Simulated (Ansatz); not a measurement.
Take a crystal in which Hg has been replaced by Mg on all its sites, with the cell rescaled by a rough guess (in some cases also distorted within its space group) and nothing relaxed:

```cif
data_structure
_symmetry_space_group_name_H-M 'P 1'
_symmetry_Int_Tables_number 1
_cell_length_a 4.0293
_cell_length_b 4.0293
_cell_length_c 4.0293
_cell_angle_alpha 60.000
_cell_angle_beta 60.000
_cell_angle_gamma 60.000
_cell_volume 46.26
loop_
_atom_site_label
_atom_site_type_symbol
_atom_site_fract_x
_atom_site_fract_y
_atom_site_fract_z
_atom_site_occupancy
Mg1 Mg 0.00000 0.00000 0.00000 1
S1 S 0.50000 0.50000 0.50000 1
```

The calculation used Ansatz 0.2.0, DFT PBEsol, scalar-relativistic, plane waves, PAW.

Plane waves to 420 eV, a k mesh through Γ of 8×8×8 on the computed 2-atom cell and Gaussian smearing (0.02 eV); no spin polarisation.

Problem. Will this cell want to expand or contract, and how hard?

Solution. The pressure is -12.4 GPa (positive in compression), so the cell would contract.

Problem. Is it a metal on this mesh?

Solution. No: the gap is 1.83 eV, the least direct gap 1.83 eV.

Problem. What is its energy against the elements in their standard states?

Solution. -1.205 eV/atom at this unrelaxed geometry, with the elements in the same functional.